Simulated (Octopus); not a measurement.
# TiAl (Pm-3m) in Octopus: reference runs

How does TiAl come out in PBEsol? The cell is run as given and disturbed.

Everything below comes from runs of Octopus 16.4. Logs are shortened: lines on timing, memory, paths and dates and some standing lists are left out, and cuts for length are marked.

**1. The structure**

It takes space group Pm-3m (No. 221, cubic). Conventional cell: a = 3.179 Å, b = 3.179 Å, c = 3.179 Å, α = 90.00°, β = 90.00°, γ = 90.00°. Around Ti (site symmetry m-3m) lie 8 Al at 2.75 Å. Around Al (site symmetry m-3m) lie 8 Ti at 2.75 Å.

The cell comes from a database or a generator and needn't be the stable form of this composition.

**2. Single point, PBEsol**

Input file inp:

```
CalculationMode = gs
UnitsOutput = eV_Angstrom
PeriodicDimensions = 3
ExperimentalFeatures = yes
PseudopotentialSet = pseudodojo_pbesol
%LatticeParameters
 1*angstrom | 1*angstrom | 1*angstrom
%
%LatticeVectors
 3.179064 | 0 | 0
 0 | 3.179064 | 0
 0 | 0 | 3.179064
%
%ReducedCoordinates
 "Ti" | 0 | 0 | 0
 "Al" | 0.5 | 0.5 | 0.5
%
%Spacing
 0.11774311*angstrom | 0.11774311*angstrom | 0.11774311*angstrom
%
DerivativesOrder = 8
%KPointsGrid
 8 | 8 | 8
%
KPointsUseSymmetries = yes
XCFunctional = gga_x_pbe_sol + gga_c_pbe_sol
SmearingFunction = fermi_dirac
Smearing = 0.05*eV
ExtraStates = 8
Eigensolver = chebyshev_filter
ConvRelDens = 3e-7
MaximumIter = 120
%Output
 density | cube
 elf | cube
 potential | cube
%
```

Potentials or basis: pseudodojo_pbesol (PseudoDojo 0.4, PBEsol).

Command:

```bash
$ OMP_NUM_THREADS=1 octopus > out.log
```

out.log:

```text
Running octopus

Version                : 16.4
Optional libraries     :

************************** Calculation Mode **************************
Input: [CalculationMode = gs]
**********************************************************************

Input: [SpinComponents = unpolarized]

******************************* Space ********************************
Octopus will run in 3 dimension(s).
Octopus will treat the system as periodic in 3 dimension(s).
**********************************************************************

Input: [AllElectronType = no]
Input: [PseudopotentialSet = pseudodojo_pbesol]
Reading Coordinates from ReducedCoordinates block

****************************** Species *******************************
  Species 'Ti'
    type             : pseudopotential
    file             : 'Ti.upf'
    file format      : UPF2
    valence charge   : 12.0
    atomic number    :  22
    form on file     : kleinman-bylander
    lmax             : 2
    llocal           : -1
    projectors per l : 2
    total projectors : 6
    application form : kleinman-bylander
    orbitals         : 10
    bound orbitals   : 10

  Species 'Al'
    type             : pseudopotential
    file             : 'Al.upf'
    file format      : UPF2
    valence charge   : 3.0
    atomic number    :  13
    form on file     : kleinman-bylander
    lmax             : 2
    llocal           : -1
    projectors per l : 2
    total projectors : 6
    application form : kleinman-bylander
    orbitals         :  4
    bound orbitals   :  4

**********************************************************************

***************************** Symmetries *****************************
Space group No.  221
International: Pm-3m
Schoenflies: Oh^1
Info: The system has    48 symmorphic symmetries that can be used.
  Index                Rotation matrix                      Fractional translations
    1 :     1   0   0     0   1   0     0   0   1      0.000000    0.000000    0.000000
    2 :    -1   0   0     0  -1   0     0   0  -1      0.000000    0.000000    0.000000
    3 :     0   1   0    -1   0   0     0   0   1      0.000000    0.000000    0.000000
    4 :     0  -1   0     1   0   0     0   0  -1      0.000000    0.000000    0.000000
    5 :    -1   0   0     0  -1   0     0   0   1      0.000000    0.000000    0.000000
    6 :     1   0   0     0   1   0     0   0  -1      0.000000    0.000000    0.000000
[... 40 lines left out ...]
   47 :     1   0   0     0   0   1     0  -1   0      0.000000    0.000000    0.000000
   48 :    -1   0   0     0   0  -1     0   1   0      0.000000    0.000000    0.000000
Info: The system also has     0 nonsymmorphic symmetries (not used for electrons).
**********************************************************************

Input: [CurvMethod = curv_affine]
Input: [DerivativesStencil = stencil_star]

****************************** Lattice *******************************
  Lattice Vectors [A]
    3.179064    0.000000    0.000000
    0.000000    3.179064    0.000000
    0.000000    0.000000    3.179064
  Cell volume =            32.1290 [A^3]
  Reciprocal-Lattice Vectors [A^-1]
    1.976426    0.000000    0.000000
    0.000000    1.976426    0.000000
    0.000000    0.000000    1.976426
  Cell angles [degree]
    alpha =   90.000
    beta  =   90.000
    gamma =   90.000
**********************************************************************

Checking if the generated full k-point grid is symmetric

[... 133 lines left out ...]
Input: [MixingScheme = broyden]
Info: Mixing uses    4 steps and restarts after   20 steps.
Input: [LCAOStart = lcao_states]
Input: [LCAOScaleFactor = 1.000]
Input: [LCAOMaximumOrbitalRadius = 10.58 A]

** Warning:
**   Cannot do LCAO for all states because there are not enough atomic orbitals.
**   Required: 16. Available: 14. 2 orbitals will be randomized.

Info: Unnormalized total charge =     14.997774
Info: Renormalized total charge =     15.000000

** Warning:
**   Symmetrization discrepancy ratio (scalar) =  2.08623E-04

Info: Setting up Hamiltonian.
Info: Performing initial LCAO calculation with     14 orbitals.
Info: Getting Hamiltonian matrix elements.

Eigenvalues [eV]
 #st  Spin   Eigenvalue      Occupation
#k =       1, k = (  0.000000,  0.000000,  0.000000)
   1   --   -49.119060       2.000000
   2   --   -25.494766       2.000000
   3   --   -25.494766       2.000000
   4   --   -25.494766       2.000000
   5   --    -2.283111       2.000000
   6   --     6.249072       2.000000
   7   --     6.249072       2.000000
   8   --     9.190772       2.000000
   9   --     9.190772       2.000000
  10   --     9.190772       2.000000
  11   --    12.028881       0.000009
  12   --    12.028881       0.000009
  13   --    12.028881       0.000009
  14   --    24.345398       0.000000
#k =       2, k = (  0.125000,  0.000000,  0.000000)
   1   --   -49.054269       2.000000
   2   --   -25.474514       2.000000
   3   --   -25.474514       2.000000
   4   --   -25.435757       2.000000
   5   --    -2.020766       2.000000
   6   --     6.499252       2.000000
   7   --     6.635392       2.000000
   8   --     9.350519       2.000000
   9   --     9.350519       2.000000
  10   --     9.447150       2.000000
  11   --    12.093188       0.000002
  12   --    12.535685       0.000000
  13   --    12.535685       0.000000
  14   --    24.888488       0.000000
[... 33 further k-points ...]
Fermi energy =    11.413015 eV
Generating random wavefunctions for states       15 and above
Orthogonalizing wavefunctions.
Info: Ground-state restart information will be written to 'restart/gs'.
Info: SCF using complex wavefunctions.
Info: Starting SCF iteration.

** Warning:
**   Symmetrization discrepancy ratio (scalar) =  9.22918E-02

*********************** SCF CYCLE ITER #    1 ************************
 etot  = -1.67495293E+03 abs_ev   =  3.16E+01 rel_ev   =  1.41E-01
 ediff =        6.16E+01 abs_dens =  6.01E-01 rel_dens =  4.01E-02
Matrix vector products: 875
Converged eigenvectors: 0

#  State  KPoint  Eigenvalue [eV]  Occupation    Error
      1       1      -49.121694    2.000000   ( 2.5E-06)
      1       2      -49.119319    2.000000   ( 1.0E-04)
      1       3      -49.116957    2.000000   ( 1.5E-04)
      1       4      -49.114606    2.000000   ( 2.5E-04)
      1       5      -49.113579    2.000000   ( 2.5E-04)
      1       6      -49.111247    2.000000   ( 3.3E-04)
      1       7      -49.108925    2.000000   ( 3.3E-04)
      1       9      -49.107830    2.000000   ( 3.9E-04)
[... 23 lines left out ...]
     16       1       24.474711    0.000000   ( 3.6E-01)
     16      27       24.767516    0.000000   ( 2.5E-01)
     16      33       25.207187    0.000000   ( 3.7E-01)
     16      18       25.483176    0.000000   ( 1.8E-01)
     16      29       25.492646    0.000000   ( 3.3E-01)
     16      21       25.930222    0.000000   ( 3.1E-01)
     16      23       26.113462    0.000000   ( 2.9E-01)
     16      28       26.927974    0.000000   ( 3.2E-01)

Density of states:

---------------------%------------------------------------------------
---------------------%------------------------------------------------
---------------------%------------------------------------------------
---------------------%------------------------------------------------
---------------------%------------------------------------------------
---------------------%------------------------------%-----------------
---------------------%-----------------------------%%-----------------
%--------------------%---------------------------%-%%-%---------------
%--------------------%--------------------------%%%%%-%%%%%-----%%----
%--------------------%----------------------%%%%%%%%%%%%%%%%%%%%%%%-%-
                                                   ^

Fermi energy =     7.246236 eV

**********************************************************************

*********************** SCF CYCLE ITER #    2 ************************
 etot  = -1.66413655E+03 abs_ev   =  1.18E+00 rel_ev   =  5.23E-03
 ediff =        3.97E-01 abs_dens =  2.74E-01 rel_dens =  1.83E-02
Matrix vector products: 875
Converged eigenvectors: 0
[... 187 lines left out ...]
*********************** SCF CYCLE ITER #   18 ************************
 etot  = -1.67731983E+03 abs_ev   =  3.53E-07 rel_ev   =  1.52E-09
 ediff =        8.57E-07 abs_dens =  1.23E-06 rel_dens =  8.23E-08
Matrix vector products: 875
Converged eigenvectors: 140

#  State  KPoint  Eigenvalue [eV]  Occupation    Error
      1       1      -49.919608    2.000000   ( 1.2E-08)
      1       2      -49.917383    2.000000   ( 1.1E-08)
      1       3      -49.915169    2.000000   ( 1.1E-08)
      1       4      -49.912966    2.000000   ( 1.1E-08)
      1       5      -49.912005    2.000000   ( 1.2E-08)
      1       6      -49.909819    2.000000   ( 1.2E-08)
      1       7      -49.907642    2.000000   ( 1.2E-08)
      1       9      -49.906620    2.000000   ( 9.3E-09)
[... 23 lines left out ...]
     16       2       19.408964    0.000000   ( 2.8E-02)
     16      30       19.417718    0.000000   ( 6.3E-02)
     16      26       19.811922    0.000000   ( 4.8E-02)
     16       3       20.014953    0.000000   ( 2.1E-02)
     16      19       20.114008    0.000000   ( 5.4E-02)
     16       8       20.337600    0.000000   ( 4.1E-02)
     16       5       20.370421    0.000000   ( 5.6E-02)
     16       4       20.455432    0.000000   ( 1.2E-02)

Density of states:

-----------------------%----------------------------------------------
-----------------------%----------------------------------------------
-----------------------%----------------------------------------------
-----------------------%----------------------------------------------
-----------------------%--------------------------------%-------------
-----------------------%--------------------------------%-------------
-----------------------%--------------------------------%-------------
%----------------------%-----------------------------%--%%------------
%----------------------%-----------------------------%%%%%%%%%%%%%%%--
%----------------------%------------------------%%%%%%%%%%%%%%%%%%%%%-
                                                        ^

Fermi energy =     6.733414 eV

**********************************************************************

Info: SCF converged in   18 iterations

** Warning:
**   Some of the states are not fully converged!

Info: Number of matrix-vector products:      15750
Info: Writing output to static/

Info: Finished writing information to 'restart/gs'.

Octopus emitted 23 warnings.
```

Wall time 3.5 min (1 thread of AMD EPYC 7R43 (Zen 3), shared host); peak memory 0.64 GiB.

What came out:

```
Free energy            : -1677.3434 eV
Band gap on the k mesh : none (metal or under the smearing width)
```

**3. Single point, PBEsol (atoms moved at random, drawn with an rms of 0.05 Å)**

inp, as its differences from that of step 2:

```diff
@@ -14,4 +14,4 @@
 %ReducedCoordinates
- "Ti" | 0 | 0 | 0
- "Al" | 0.5 | 0.5 | 0.5
+ "Ti" | -0.001144 | 0.00758 | 0.001704
+ "Al" | 0.509305 | 0.50647 | 0.500621
 %
@@ -32,6 +32 @@
 MaximumIter = 120
-%Output
- density | cube
- elf | cube
- potential | cube
-%
```

Potentials or basis: pseudodojo_pbesol (PseudoDojo 0.4, PBEsol).

Command:

```bash
$ OMP_NUM_THREADS=1 octopus > out.log
```

out.log:

```text
Running octopus

[... 13 lines left out ...]

Input: [AllElectronType = no]
Input: [PseudopotentialSet = pseudodojo_pbesol]
Reading Coordinates from ReducedCoordinates block

****************************** Species *******************************
  Species 'Ti'
    type             : pseudopotential
    file             : 'Ti.upf'
    file format      : UPF2
    valence charge   : 12.0
    atomic number    :  22
    form on file     : kleinman-bylander
    lmax             : 2
    llocal           : -1
    projectors per l : 2
    total projectors : 6
    application form : kleinman-bylander
    orbitals         : 10
    bound orbitals   : 10

  Species 'Al'
    type             : pseudopotential
    file             : 'Al.upf'
    file format      : UPF2
    valence charge   : 3.0
    atomic number    :  13
    form on file     : kleinman-bylander
    lmax             : 2
    llocal           : -1
    projectors per l : 2
    total projectors : 6
    application form : kleinman-bylander
    orbitals         :  4
    bound orbitals   :  4

**********************************************************************

***************************** Symmetries *****************************
Space group No.    1
International: P1
Schoenflies: C1^1
Info: The system has     1 symmorphic symmetries that can be used.
[... 488 lines left out ...]

---------------------%------------------------------------------------
---------------------%------------------------------------------------
---------------------%------------------------------------------------
---------------------%------------------------------------------------
---------------------%----------------------------%-------------------
---------------------%----------------------------%-------------------
---------------------%----------------------------%-------------------
%--------------------%--------------------------%%%-%-----------------
%--------------------%-------------------------%%%%%%%%%%-------------
%--------------------%---------------------%%%%%%%%%%%%%%%%%%%%%%%----
                                                 ^

Fermi energy =     7.260880 eV

**********************************************************************

*********************** SCF CYCLE ITER #    2 ************************
 etot  = -1.66538203E+03 abs_ev   =  1.48E+00 rel_ev   =  6.58E-03
 ediff =        3.09E-01 abs_dens =  2.38E-01 rel_dens =  1.58E-02
Matrix vector products: 6500
Converged eigenvectors: 0
[... 211 lines left out ...]
*********************** SCF CYCLE ITER #   20 ************************
 etot  = -1.67731596E+03 abs_ev   =  1.92E-05 rel_ev   =  8.26E-08
 ediff =        2.22E-06 abs_dens =  7.85E-07 rel_dens =  5.23E-08
Matrix vector products: 6500
Converged eigenvectors: 126

#  State  KPoint  Eigenvalue [eV]  Occupation    Error
      1       1      -49.919523    2.000000   ( 2.3E-08)
      1       2      -49.917298    2.000000   ( 3.5E-08)
      1       4      -49.917298    2.000000   ( 3.5E-08)
      1       3      -49.917298    2.000000   ( 3.5E-08)
      1       7      -49.915084    2.000000   ( 3.6E-08)
      1       8      -49.915084    2.000000   ( 3.6E-08)
      1       5      -49.915084    2.000000   ( 3.5E-08)
      1       6      -49.915084    2.000000   ( 3.6E-08)
[... 23 lines left out ...]
     16      17       20.323767    0.000000   ( 2.3E-02)
     16      16       20.374898    0.000000   ( 2.5E-02)
     16      13       20.431964    0.000000   ( 6.7E-03)
     16      14       20.438001    0.000000   ( 7.1E-03)
     16      12       20.438366    0.000000   ( 7.2E-03)
     16      11       20.442057    0.000000   ( 7.2E-03)
     16     100       20.569701    0.000000   ( 3.6E-02)
     16     213       20.821518    0.000000   ( 2.5E-02)

Density of states:

-----------------------%----------------------------------------------
-----------------------%----------------------------------------------
-----------------------%----------------------------------------------
-----------------------%----------------------------------------------
-----------------------%--------------------------------%-------------
-----------------------%--------------------------------%-------------
-----------------------%--------------------------------%-------------
%----------------------%-------------------------------%%-%-%---------
%----------------------%-----------------------------%%%%%%-%-%%%%%%--
%----------------------%------------------------%%%%%%%%%%%%%%%%%%%%--
                                                       ^

Fermi energy =     6.732816 eV

**********************************************************************

Info: SCF converged in   20 iterations

** Warning:
**   Some of the states are not fully converged!

Info: Number of matrix-vector products:     130000
Info: Finished writing information to 'restart/gs'.

Octopus emitted 3 warnings.
```

Run time: 26 min. Hardware: 1 thread of AMD EPYC 7R43 (Zen 3), shared host; peak memory 4 GiB.

Results:

| Item | Value |
| --- | --- |
| Free energy | -1677.3395 eV |
| Largest force | 0.209 eV/Å |
| Band gap on the k mesh | none (metal or under the smearing width) |

Forces on the atoms (eV/Å):
```
Ti   0.207 -0.022 -0.021
Al  -0.207  0.022  0.021
```
